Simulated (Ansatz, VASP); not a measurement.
# NaCl in VASP and in Ansatz

```xyz
4
Lattice="4.4837 0.0000 0.0000 -2.2419 3.8830 0.0000 0.0000 0.0000 7.8375" Properties=species:S:1:pos:R:3 pbc="T T T"
Na    2.2419    1.2943    5.8781
Na    0.0000    2.5887    1.9594
Cl    0.0000    0.0000    5.8781
Cl    0.0000    0.0000    1.9594
```

Alike in both runs: functional PBE; dispersion D3(BJ); k mesh 6 × 6 × 4; occupations gaussian, width 0.02 eV; no spin polarisation.

Ansatz relaxed the structure, and its values are those at the end. VASP's run is a single point on that final structure, the one shown.

```csv
,VASP,Ansatz
version,VASP 6.6.1,Ansatz 0.2.0
potentials or method,"VASP PAW PBE potentials, release 64 (Na_pv, Cl)","scalar-relativistic, plane waves, PAW"
plane-wave cutoff (eV),520,420
valence electrons in the cell,28,32
```

VASP gave:

```
gap on the k mesh at the Fermi level (eV) : 3.94
least direct gap on the mesh (eV)         : 4.03
pressure (GPa)                            : 0.0
```

Q: Estimate Ansatz's values.

A: gap on the k mesh at the Fermi level (eV): 3.94; least direct gap on the mesh (eV): 4.02; pressure (GPa): 0.0.

The functional is the same, so the differences come from potentials, cutoffs and numerics. The two sets of potentials don't hold the same shells in valence.

A k mesh can miss the band edges.
